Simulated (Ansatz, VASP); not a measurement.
# Two plane-wave programs on O2CH2

The input INCAR:

```
SYSTEM = H2CO2
PREC     = Accurate       ! precision mode
ENCUT    = 520            ! plane-wave cutoff, eV
EDIFF    = 1E-6           ! SCF threshold, eV
ISMEAR   = 0              ! smearing method
SIGMA    = 0.1            ! smearing width, eV
LREAL    = .FALSE.        ! projectors in reciprocal space
LASPH    = .TRUE.         ! aspherical terms in the spheres
NELM     = 60             ! most SCF steps
ALGO     = Normal         ! electronic algorithm
ISIF     = 2              ! what is computed and relaxed
LWAVE    = .FALSE.        ! write WAVECAR
LCHARG   = .TRUE.         ! write CHGCAR
LDIPOL   = .TRUE.       
IDIPOL   = 3            
DIPOL    = 0.5 0.5 0.657
GGA      = PE             ! functional
IVDW     = 12             ! dispersion correction
LELF     = .TRUE.         ! ELF
LVHAR    = .TRUE.       
LVACPOTAV= .TRUE.       
NBANDS   = 17             ! bands
```

Contents of KPOINTS:

```
regular mesh
0
G
  3 3 1
  0 0 0
```

The input POSCAR:

```
H2CO2
1.0
    6.2014901195      0.0000000000      0.0000000000
    0.0000000000      6.2014901195      0.0000000000
    0.0000000000      0.0000000000     22.3851157170
O C H
2 1 2
Direct
    0.3384211852      0.5856062430      0.6459736007
    0.0664875152      0.8688276667      0.6395067344
    0.0951747679      0.6448818269      0.6419810564
    0.4070774970      0.6890061713      0.6728134609
    0.0317913470      0.5861178367      0.6850225337
```

Input for Ansatz:

```yaml
crystal:
  lattice:
    - [6.2014901195, 0.0, 0.0]
    - [0.0, 6.2014901195, 0.0]
    - [0.0, 0.0, 22.385115717]
  atoms:
    - { symbol: O, position: [0.3384211852, 0.585606243, 0.6459736007] }
    - { symbol: C, position: [0.0951747679, 0.6448818269, 0.6419810564] }
    - { symbol: O, position: [0.0664875152, 0.8688276667, 0.6395067344] }
    - { symbol: H, position: [0.407077497, 0.6890061713, 0.6728134609] }
    - { symbol: H, position: [0.031791347, 0.5861178367, 0.6850225337] }
basis:
  ecutwfc: 420
kpoints:
  mp_grid: { grid: [3, 3, 1] }
hamiltonian:
  xc: pbe
  dispersion: d3bj
scf:
  occupations: { method: gaussian, width: 0.1 }
output:
  forces: true
  eigenvalues: true
  write_density: true
  volumetric_format: npy
efield:
  axis: 3
  dipole_correction: true
  ramp_width: 0.04
```

Alike in both runs: task single point; functional PBE; dispersion D3(BJ); k mesh 3 × 3 × 1; occupations gaussian, width 0.1 eV; no spin polarisation.

|  | VASP | Ansatz |
| --- | --- | --- |
| version | VASP 6.6.1 | Ansatz 0.2.0 |
| potentials or method | VASP PAW PBE potentials, release 64 (O, C, H) | scalar-relativistic, plane waves, PAW |
| plane-wave cutoff (eV) | 520 | 420 |
| valence electrons in the cell | 18 | 18 |

```csv
,VASP,Ansatz,Ansatz less VASP
gap on the k mesh at the Fermi level (eV),1.77,1.78,+0.003
least direct gap on the mesh (eV),1.78,1.78,+0.003
rms of the force components (eV/Å),3.499,3.571,+0.0726
```
